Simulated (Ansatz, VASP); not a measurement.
**TePb in two plane-wave programs**

One calculation is typed for both programs; each brings its own data sets and cutoff. How far apart do they land? The cell is taken from a series of VASP runs on this material, whose earlier steps may have relaxed, scaled or displaced it; both programs get it as it stands.

Program: Ansatz 0.2.0. Level of theory: plane waves, with VASP 6.6.1 beside it; band structure at PBE0 and band structure at r2SCAN-EpsX with an exact-exchange share of 0.031. Results are calculated unless marked as measured.

## 1. Starting point

The structure is cubic, space group Fm-3m (No. 225). Conventional cell: a = 6.462 Å, b = 6.462 Å, c = 6.462 Å, α = 90.00°, β = 90.00°, γ = 90.00°. Nearest to Pb lie 6 Te at 3.23 Å. Nearest to Te lie 6 Pb at 3.23 Å. Farther neighbours and most contacts between anions are not listed.

Structure file:

```
Pb Te
1.0
     0.00000    3.23100    3.23100
     3.23100    0.00000    3.23100
     3.23100    3.23100    0.00000
Pb Te
1 1
Direct
  0.00000 0.00000 0.00000
  0.50000 0.50000 0.50000
```

## 2. VASP: band structure, PBE0

The same path points are solved in both programs, so levels can be compared one by one.

Lines of VASP's logs that name or quote its potential files are left out, and so is its time.

The run reads the wave functions of an earlier VASP run, which isn't shown here.

File INCAR:

```
SYSTEM = TePb
PREC = Accurate
ENCUT = 350
EDIFF = 1E-06
NELM = 100
ISMEAR = 0
SIGMA = 0.03
LREAL = .FALSE.
ALGO = Normal
LHFCALC = .TRUE.
AEXX = 0.25
GGA = PE
LASPH = .TRUE.
NBANDS = 16
PRECFOCK = Fast
HFRCUT = -1
LORBIT = 11
LWAVE = .FALSE.
LCHARG = .FALSE.
KPAR = 4
```

File POSCAR:

```
TePb
1.0
    0.0000000000      3.2310000000      3.2310000000
    3.2310000000      0.0000000000      3.2310000000
    3.2310000000      3.2310000000      0.0000000000
Pb Te
1 1
Direct
    0.0000000000      0.0000000000      0.0000000000
    0.5000000000      0.5000000000      0.5000000000
```

File KPOINTS:

```
Automatic mesh
0
Gamma
4 4 4
0 0 0
```

File KPOINTS_OPT:

```
Line mode
10
Line-mode
Reciprocal
  0.00000000   0.00000000   0.00000000 GAMMA
  0.50000000   0.00000000   0.50000000 X

  0.50000000   0.00000000   0.50000000 X
  0.50000000   0.25000000   0.75000000 W

  0.50000000   0.25000000   0.75000000 W
  0.37500000   0.37500000   0.75000000 K

  0.37500000   0.37500000   0.75000000 K
  0.00000000   0.00000000   0.00000000 GAMMA

  0.00000000   0.00000000   0.00000000 GAMMA
  0.50000000   0.50000000   0.50000000 L

  0.50000000   0.50000000   0.50000000 L
  0.62500000   0.25000000   0.62500000 U

  0.62500000   0.25000000   0.62500000 U
  0.50000000   0.25000000   0.75000000 W

  0.50000000   0.25000000   0.75000000 W
  0.50000000   0.50000000   0.50000000 L

  0.50000000   0.50000000   0.50000000 L
  0.37500000   0.37500000   0.75000000 K

  0.62500000   0.25000000   0.62500000 U
  0.50000000   0.00000000   0.50000000 X
```

Potentials, in the order of the species: Pb_d and Te (PBE family, release 64).

Run with:

```sh
mpirun -np 4 vasp_std
```

Numbers of over 12 decimals in the logs are rounded to 6 here.

The program printed:

```text
[banner, memory and clock lines left out]
running    4 mpi-ranks, on    1 nodes
 distrk:  each k-point on    1 cores,    4 groups
 distr:  one band on    1 cores,    1 groups

 POSCAR found type information on POSCAR PbTe
 POSCAR found :  2 types and       2 ions
 LDA part: xc-table for (Slater+PW92), standard interpolation
 found WAVECAR, reading the header
 POSCAR, INCAR and KPOINTS ok, starting setup
 FFT: planning ... GRIDC
 FFT: planning ... GRID_SOFT
 FFT: planning ... GRID
 HFRCUT set to (new)   10.101303
 reading WAVECAR
 the WAVECAR file was read successfully
 initial charge from wavefunction
 entering main loop
       N       E                     dE             d eps       ncg     rms          rms(c)
DAV:   1    -0.992851265183E+01   -0.99285E+01   -0.19550E+00   288   0.159E+01    0.966E+00
DAV:   2    -0.994440680685E+01   -0.15894E-01   -0.81428E-02   344   0.205E+00    0.653E+00
DAV:   3    -0.993950227693E+01    0.49045E-02   -0.63589E-03   376   0.108E+00    0.393E+00
DAV:   4    -0.993808199507E+01    0.14203E-02   -0.24210E-03   376   0.527E-01    0.234E+00
DAV:   5    -0.993790088748E+01    0.18111E-03   -0.81987E-04   360   0.251E-01    0.142E+00
DAV:   6    -0.993786733019E+01    0.33557E-04   -0.12880E-04   368   0.108E-01    0.861E-01
DAV:   7    -0.993784904821E+01    0.18282E-04   -0.16092E-05   352   0.458E-02    0.514E-01
DAV:   8    -0.993784315651E+01    0.58917E-05   -0.55806E-06   344   0.215E-02    0.305E-01
DAV:   9    -0.993784230647E+01    0.85005E-06   -0.20309E-06   312   0.101E-02
   1 F= -.99378423E+01 E0= -.99378423E+01  d E =-.314925E-15
 Start KPOINTS_OPT (optional k-point list driver)
k-point batch [1-8\100]
       N       E                     dE             ncg
DAV:   1     0.353174268411E+03   -0.15559E+04      256
DAV:   2    -0.100576417415E+04   -0.13589E+04      256
DAV:   3    -0.110373248243E+04   -0.97968E+02      352
DAV:   4    -0.110689086783E+04   -0.31584E+01      360
DAV:   5    -0.110697145804E+04   -0.80590E-01      360
DAV:   6    -0.110697567876E+04   -0.42207E-02      392
DAV:   7    -0.110697574045E+04   -0.61690E-04      344
DAV:   8    -0.110697574155E+04   -0.10985E-05      288
DAV:   9    -0.110697574161E+04   -0.61126E-07      264
[...]
k-point batch [97-100\100]
       N       E                     dE             ncg
DAV:   1     0.225623336541E+04   -0.20799E+04      128
DAV:   2     0.163533384445E+04   -0.62090E+03      128
DAV:   3     0.159025280916E+04   -0.45081E+02      176
DAV:   4     0.158885945006E+04   -0.13934E+01      208
DAV:   5     0.158880647068E+04   -0.52979E-01      200
DAV:   6     0.158880568484E+04   -0.78584E-03      208
DAV:   7     0.158880566870E+04   -0.16135E-04      208
DAV:   8     0.158880566843E+04   -0.27082E-06      160
```

Parts of OUTCAR (step 2):

```text
ion  position               nearest neighbor table
   1  0.000  0.000  0.000-   2 3.23   2 3.23   2 3.23   2 3.23   2 3.23   2 3.23
   2  0.500  0.500  0.500-   1 3.23   1 3.23   1 3.23   1 3.23   1 3.23   1 3.23

  LATTYP: Found a face centered cubic cell.
 ALAT       =     6.4620000000

 Subroutine GETGRP returns: Found 48 space group operations
 (whereof 48 operations were pure point group operations)

The static configuration has the point symmetry O_h .

 Found      8 irreducible k-points:

   k-points           NKPTS =      8   k-points in BZ     NKDIM =     64   number of bands    NBANDS=     16

   dimension x,y,z NGX =    28 NGY =   28 NGZ =   28
   dimension x,y,z NGXF=    56 NGYF=   56 NGZF=   56

   ENCUT  =  350.0 eV  25.72 Ry    5.07 a.u.   6.97  6.97  6.97*2*pi/ulx,y,z

   NELECT =      20.0000    total number of electrons

 k-points in reciprocal lattice and weights: Automatic mesh
   0.00000000  0.00000000  0.00000000       0.016
   0.25000000  0.00000000  0.00000000       0.125
   0.50000000  0.00000000  0.00000000       0.062
   0.25000000  0.25000000  0.00000000       0.094
   0.50000000  0.25000000  0.00000000       0.375
  -0.25000000  0.25000000  0.00000000       0.188
   0.50000000  0.50000000  0.00000000       0.047
  -0.25000000  0.50000000  0.25000000       0.094

  exchange ACFDT corr.  =         0.00000000  see jH, gK, PRB 81, 115126

 average (electrostatic) potential at core
       1 -85.5829       2 -83.9298

 E-fermi :   5.2264

 k-point     1 :       0.0000    0.0000    0.0000
  band No.  band energies     occupation
    ...
      6      -8.4012      2.00000
      7      -0.9759      2.00000
      8       3.3972      2.00000
      9       3.3972      2.00000
     10       3.3972      2.00000
     11      10.5089      0.00000
     12      10.5089      0.00000
     13      10.5089      0.00000
     14      12.0731      0.00000
     15      12.0731      0.00000
    ...

 k-point     2 :       0.2500    0.0000    0.0000
  band No.  band energies     occupation
    ...
      6      -7.7477      2.00000
      7      -2.6458      2.00000
      8       3.6123      2.00000
      9       3.6123      2.00000
     10       4.3438      2.00000
     11       8.2071      0.00000
     12       8.5925      0.00000
     13       8.5925      0.00000
     14      12.2533      0.00000
     15      13.2617      0.00000
    ...

 k-point     3 :       0.5000    0.0000    0.0000
  band No.  band energies     occupation
    ...
      6      -6.7572      2.00000
      7      -4.4875      2.00000
      8       3.9258      2.00000
      9       3.9258      2.00000
     10       5.0653      2.00000
     11       6.7222      0.00000
     12       7.2980      0.00000
     13       7.2980      0.00000
     14      14.8602      0.00000
     15      15.7544      0.00000
    ...

  energy-cutoff  :      350.00
  volume of cell :       67.46
      direct lattice vectors                 reciprocal lattice vectors
     0.000000000  3.231000000  3.231000000    -0.154750851  0.154750851  0.154750851
     3.231000000  0.000000000  3.231000000     0.154750851 -0.154750851  0.154750851
     3.231000000  3.231000000  0.000000000     0.154750851  0.154750851 -0.154750851

 POSITION                                       TOTAL-FORCE (eV/Angst)
 -----------------------------------------------------------------------------------
      0.00000      0.00000      0.00000        -0.000000     -0.000000     -0.000000
      3.23100      3.23100      3.23100         0.000000      0.000000      0.000000
 -----------------------------------------------------------------------------------
    total drift:                                0.000011      0.000008      0.000008

  FREE ENERGIE OF THE ION-ELECTRON SYSTEM (eV)
  ---------------------------------------------------
  free  energy   TOTEN  =        -9.9378423065 eV

  energy  without entropy=       -9.9378423065  energy(sigma->0) =       -9.93784231

 total charge
# of ion       s       p       d       tot
------------------------------------------
    1        1.499   0.529   9.838  11.867
    2        1.330   2.166   0.016   3.513
--------------------------------------------------
tot          2.830   2.696   9.854  15.380

[... 3 further parts left out ...]
```

The k-mesh is coarse for unscreened exact exchange, which converges slowly with it.

## 3. Ansatz: band structure, PBE0

Ansatz runs on its default PAW (the set named soft_2) files.

The same cell, functional, mesh and smearing now go to Ansatz, which takes its cutoff from its data sets.

File input.yaml:

```yaml
crystal:
  lattice:
    - [0.0, 3.231, 3.231]
    - [3.231, 0.0, 3.231]
    - [3.231, 3.231, 0.0]
  atoms:
    - { symbol: Pb, position: [0.0, 0.0, 0.0] }
    - { symbol: Te, position: [0.5, 0.5, 0.5] }
hamiltonian:
  xc: pbe0
  pseudopotentials: { kind: paw }
kpoints:
  mp_grid: { grid: [4, 4, 4] }
  band_path:
    path:
      - [0.0, 0.0, 0.0]
      - [0.5, 0.0, 0.5]
      - [0.5, 0.22222, 0.72222]
      - [0.40278, 0.34722, 0.75]
      - [0.125, 0.125, 0.25]
      - [0.27778, 0.27778, 0.27778]
      - [0.5, 0.5, 0.5]
      - [0.55556, 0.38889, 0.55556]
      - [0.58333, 0.25, 0.66667]
      - [0.5, 0.30556, 0.69444]
      - [0.48611, 0.48611, 0.52778]
      - [0.625, 0.25, 0.625]
      - [0.5, 0.0, 0.5]
    npoints: 1
scf:
  occupations: { method: gaussian, width: 0.03 }
  n_extra_bands: 7
output:
  forces: true
  stress: true
  eigenvalues: true
  write_density: true
  write_potential: true
  elf: true
  volumetric_format: npy
```

Run with:

```sh
ansatz run input.yaml --threads 4 --pin off --max-ram 9216MiB --backend cpu --events-out ev --progress --plain --runs-dir out
```

The program printed:

```text
Warning: output.stress: scf.convergence.dr2_threshold = 1e-7 eV (the SCF's general default) is looser than the 2e-10 eV advised for a printed stress (1e-10 eV for each atom of the cell: 2). What an SCF threshold leaves in a stress goes as its square root, and in the free energy as the threshold itself, and one threshold admits the most on a small cell: [figures from the program's tests cut] Set scf.convergence.dr2_threshold to 2e-10 eV or tighter. The threshold is an SCF's pass mark: one that does not reach it within its budget of iterations ends unconverged, or closes short of it on a stop that the run arms, and scf.convergence.dr2_threshold's page says what that costs each kind of run
Warning: output.stress: scf.exx.energy_threshold = 1e-6 eV is looser than the 2e-8 eV advised for a stress under a hybrid functional (1e-8 eV for each atom of the cell: 2). Every SCF of the exchange loop can meet its threshold on dr2 while the loop round them stops early: no threshold on dr2 bounds what that leaves in the stress. Set scf.exx.energy_threshold to 2e-8 eV or tighter. The threshold is the loop's pass mark: a loop that does not reach it within its budget of cycles ends unconverged, and scf.exx.energy_threshold's page has the law
scf.n_extra_bands = 7 over 15 filled bands (N_el = 30.0): the run solves 22 bands
Engine: ansatz 0.2.0, aarch64-unknown-linux-gnu
Pseudopotentials: kind: paw
Pseudopotential: Pb, paw, valence charge 14, recommended cutoff 420 eV (normal), Pb.paw.azcp
Pseudopotential: Te, paw, valence charge 16, recommended cutoff 420 eV (normal), Te.paw.azcp
Functional definition: PBE0
  parameter a = 0.25
  parameter kappa = 0.804
  parameter beta = 0.066725
  exchange = (1 - a)*pbe_x(kappa = kappa, mu = beta*pi^2/3) + a*exact_x
  correlation = pbe_c(beta = beta)
Crystal: 2 atoms, lattice volume = 67.459 Å³
Basis set: ecut = 420 eV, 1363 PW (Γ), exchange–correlation on 64×64×64 points (8 copies of the dense FFT grid, shifted against one another)
Bands: 22, of which v1, the nominal top of the filled ones, is band 15 counted from 1 (14 counted from 0)
Symmetry: 48 space group operations
Space group: Fm-3m (ITA 225), of the structure as read, at distance tolerance 4.1e-5 Å
k-points: 8 of 64
Non-local potential: Pb, projectors of the file, l = 0: 2, l = 1: 2, l = 2: 2, l = 3: 2
Non-local potential: Te, projectors of the file, l = 0: 2, l = 1: 2, l = 2: 2, l = 3: 2
PAW form: soft (Blöchl's): semilocal exchange-correlation on the pseudo side does not see the compensation charge
PAW frozen core: Pb, regenerated for the run's functional, and the local potential with it (the file was generated under x = pbe(κ = 0.804, μ = 0.219515), c = pbe(β = 0.066725))
PAW frozen core: Te, regenerated for the run's functional, and the local potential with it (the file was generated under x = pbe(κ = 0.804, μ = 0.219515), c = pbe(β = 0.066725))
PAW one-centre angular grid: Pb, 590 points (default); XC on 64 Gauss nodes
PAW one-centre angular grid: Te, 590 points (default); XC on 64 Gauss nodes
Initial density: superposition of atomic densities (neutral atoms: chi_scale 0, normalization atom), corrected by the library's trained network
Initial wavefunctions: pseudopotential atomic-orbital guess
Functional: x = pbe(κ = 0.804, μ = 0.219515), c = pbe(β = 0.066725), warm-up for x = 0.75 pbe(κ = 0.804, μ = 0.219515) + 0.25 exact, c = pbe(β = 0.066725)
SCF iter   1: F=—  HF=-18887.157564 eV  |F-HF|=—  |Δ(HF+E_count)|=         —  Δρ=6.93e-4  dr2=3.77e-4  ethr=1.77e-3  ⟨swp⟩=14.4  Hψ=884  notcnv=0
preconditioner: auto → none  [insulator: Δε(μ)=0.729 eV  Ē_g=17.003 eV  σ=0.030 eV  W_gap=1.00  n_scr=14 (ndim 8)  ℏωp=20.2 eV  f_vac=0.014  D(μ)=0.00/eV (n_scr^D=0)]
SCF iter   2: F=—  HF=-18887.158078 eV  |F-HF|=—  |Δ(HF+E_count)|=   5.14e-4  Δρ=2.76e-4  dr2=5.82e-5  ethr=1.26e-6  ⟨swp⟩=4.8  Hψ=574  notcnv=0  defer=4
SCF iter   3: F=-18887.158126 eV  HF=-18887.158113 eV  |F-HF|=1.33e-5  |Δ(HF+E_count)|=   3.46e-5  Δρ=1.31e-4  dr2=1.10e-5  ethr=1.94e-7  ⟨swp⟩=3.2  Hψ=326  notcnv=0
SCF 1 stopped early in 3 iterations: F = -18887.158126 eV  dr2 = 1.10e-5
  greatest PAW one-centre occupation: 0.998 electrons in one spin orbital (limit 2), on the Te atom at site 1 (counted from 0), in its partial waves of l = 2
Initial density: handed on by an earlier stage of this run
Initial wavefunctions: those handed on with the density
Functional: x = 0.75 pbe(κ = 0.804, μ = 0.219515) + 0.25 exact, c = pbe(β = 0.066725)
Frozen-core exchange: fock
SCF iter   1: F=—  HF=-18891.375710 eV  |F-HF|=—  |Δ(HF+E_count)|=         —  Δρ=4.81e-3  dr2=1.40e-2  ethr=3.67e-7  ⟨swp⟩=8.5  Hψ=915  notcnv=0
preconditioner: auto → none  [insulator: Δε(μ)=1.662 eV  Ē_g=19.578 eV  σ=0.030 eV  W_gap=1.00  n_scr=14 (ndim 8)  ℏωp=20.2 eV  f_vac=0.013  D(μ)=0.00/eV (n_scr^D=0)]
SCF iter   2: F=—  HF=-18891.371304 eV  |F-HF|=—  |Δ(HF+E_count)|=   4.41e-3  Δρ=1.69e-3  dr2=2.79e-3  ethr=3.67e-7  ⟨swp⟩=4.2  Hψ=585  notcnv=0
SCF iter   3: F=—  HF=-18891.379511 eV  |F-HF|=—  |Δ(HF+E_count)|=   8.21e-3  Δρ=1.07e-3  dr2=1.11e-3  ethr=3.67e-7  ⟨swp⟩=4.9  Hψ=538  notcnv=0
iter 4 solved again at ethr=3.23e-8 eV; its pass at ethr=3.67e-7 eV (dr2=9.69e-6 eV) is discarded
SCF iter   4: F=—  HF=-18891.379183 eV  |F-HF|=—  |Δ(HF+E_count)|=   3.28e-4  Δρ=1.68e-4  dr2=7.10e-5  ethr=3.23e-8  ⟨swp⟩=3.6  Hψ=757  notcnv=0
SCF iter   5: F=—  HF=-18891.379443 eV  |F-HF|=—  |Δ(HF+E_count)|=   2.59e-4  Δρ=1.68e-4  dr2=4.17e-5  ethr=3.23e-8  ⟨swp⟩=4.2  Hψ=414  notcnv=0
SCF iter   6: F=-18891.379432 eV  HF=-18891.379432 eV  |F-HF|=1.02e-7  |Δ(HF+E_count)|=   1.09e-5  Δρ=3.00e-5  dr2=3.60e-6  ethr=3.23e-8  ⟨swp⟩=3.6  Hψ=342  notcnv=0
SCF 2 stopped early in 6 iterations: F = -18891.379432 eV  dr2 = 3.60e-6
hybrid outer 1: dexx = +1.012e-2 eV, tail = 6.80e-5 eV
Frozen-core exchange: fock
SCF iter   1: F=—  HF=-18891.379431 eV  |F-HF|=—  |Δ(HF+E_count)|=         —  Δρ=5.32e-5  dr2=4.48e-6  ethr=1.13e-6  ⟨swp⟩=3.4  Hψ=377  notcnv=0
preconditioner: auto → none  [insulator: Δε(μ)=1.702 eV  Ē_g=19.578 eV  σ=0.030 eV  W_gap=1.00  n_scr=14 (ndim 8)  ℏωp=20.2 eV  f_vac=0.012  D(μ)=0.00/eV (n_scr^D=0)]
SCF iter   2: F=—  HF=-18891.379430 eV  |F-HF|=—  |Δ(HF+E_count)|=   9.45e-7  Δρ=1.81e-5  dr2=2.83e-7  ethr=1.35e-8  ⟨swp⟩=3.9  Hψ=376  notcnv=0
SCF iter   3: F=—  HF=-18891.379431 eV  |F-HF|=—  |Δ(HF+E_count)|=   7.49e-7  Δρ=7.33e-6  dr2=9.43e-8  ethr=2.98e-10  ⟨swp⟩=4.2  Hψ=502  notcnv=0
SCF iter   4: F=—  HF=-18891.379431 eV  |F-HF|=—  |Δ(HF+E_count)|=   9.17e-9  Δρ=3.21e-6  dr2=1.45e-8  ethr=2.61e-10  ⟨swp⟩=3.5  Hψ=327  notcnv=0  defer=4
SCF iter   5: F=-18891.379431 eV  HF=-18891.379431 eV  |F-HF|=4.98e-10  |Δ(HF+E_count)|=   1.62e-9  Δρ=7.08e-7  dr2=9.33e-10  ethr=4.79e-11  ⟨swp⟩=4.4  Hψ=429  notcnv=0  defer=4
SCF 3 converged in 5 iterations: F = -18891.379431 eV  dr2 = 9.33e-10
  Residual-converged pass: ⟨swp⟩=3.0  Hψ=332  notcnv=0  max |occ|·‖R‖ = 2.3e-6 eV (tolerance 2.4e-6 eV)  dr2=9.35e-10  dr2_onsite=2.72e-11  max |Δocc| = 0.0e0
hybrid outer 2: dexx = +9.735e-7 eV, tail = 1.19e-8 eV, Δε = 3.97e-3 eV (about 1.05e-4 eV left of the loop's levels)
NSCF: frozen V_eff on 13 k-points
hybrid SCF converged: 2 outer / 11 inner (+3 warm-up), last move |dexx| = 9.74e-7 eV, tail = 1.19e-8 eV
Stability not checked: this state was not tested for a lower state beside it, because the functional holds exact exchange (a hybrid, or Hartree-Fock), whose exchange loop this test does not read (fock_operator; see scf.lower_state_search)
Free energy (F): -18891.379431 eV
Frozen-core exchange: fock
Harris-Foulkes:  -18891.379431 eV  (|F-HF|=4.98e-10)
Internal energy: -18891.379431 eV  (E = F + TS)
E sigma→0 (E₀):  -18891.379431 eV
Fermi energy:    9.000591 eV
--- Per-component energies (eV) ---
  E_band       = -384.656789
  E_kinetic    = 467.363605
  E_local      = -2384.055499  (includes V_loc(G=0)·N_el)
  E_nonlocal   = 38.825920
  E_hartree    = 1256.798947
  E_xc         = -265.849004
  E_vxc        = -183.115974  (∫ρ·V_xc dr)
  E_exx        = -88.835291  (= α·E_x^exact, valence–valence)
  E_paw        = -15062.908606  (= ΣΔE_a)
  E_vpaw       = -659.603165  (= ΣTr[D̂ρ^β])
  E_aug_tail   = -0.000148  (compensation charges beyond the density's cutoff)
  E_ewald      = -2852.919164
  E_core_change = 0.199810  (= ΣΔE_core)
  E_smearing   = -0.000000  (= −TS)
  E_closure    = 0.000000  (closes the sum)
  Σ components = -18891.379431   (vs F -18891.379431, Δ=-3.64e-12)
--- Forces (eV/Å), atoms counted from 1 ---
  atom   1  Pb    -0.00000000     0.00000000     0.00000000
  atom   2  Te     0.00000000     0.00000000    -0.00000000
  max |Σ_I F_I| component: 1.29e-30 eV/Å
--- Stress (GPa, compression-positive) ---
        1.206317      -0.000000      -0.000000
       -0.000000       1.206317      -0.000000
        0.000000      -0.000000       1.206317
  P = ⅓ Tr σ = 1.2063 GPa (12.063 kbar)
--- Band table (eV; the first three rows and the last of 8) ---
  k-point 0: bands = [... 11 lower, 2.1717, 6.5031, 6.5031, 6.5031, 13.5603, 13.5603, 13.5603, 15.1682, ... 3 higher]
  k-point 1: bands = [... 11 lower, 0.4438, 6.7068, 6.7068, 7.4426, 11.3281, 11.6727, 11.6727, 15.3383, ... 3 higher]
  k-point 2: bands = [... 11 lower, -1.3872, 7.0145, 7.0145, 8.1494, 9.8517, 10.3711, 10.3711, 17.9211, ... 3 higher]
  k-point 7: bands = [... 11 lower, -0.6496, 3.7399, 3.7399, 7.6828, 10.8536, 14.6654, 14.6654, 16.4581, ... 3 higher]
```

Elapsed: 26 s, on 4 threads of Arm Neoverse V1, shared host; peak memory 0.88 GiB; 95 s of CPU time.

In the SCF lines HF is the Harris–Foulkes energy and dr2 the Hartree energy of the density residual, in eV; the loop may stop once dr2 is under the threshold and the program's other checks hold. Hψ counts applications of the Hamiltonian.

(Continued in part 2 of 2.)

[Lines on the potential files, build, host, timing and source positions are cut from VASP's logs without a mark.]

[Logs are printed without paths, hosts, clocks, repeated set-up lines and the standing remarks that a program may print on its own settings, such as how far it seeks lower states.]

[Hosts, paths, dates, database ids (printed as entryN), source tags and the programs' standing remarks are cut or masked in the printed files.]
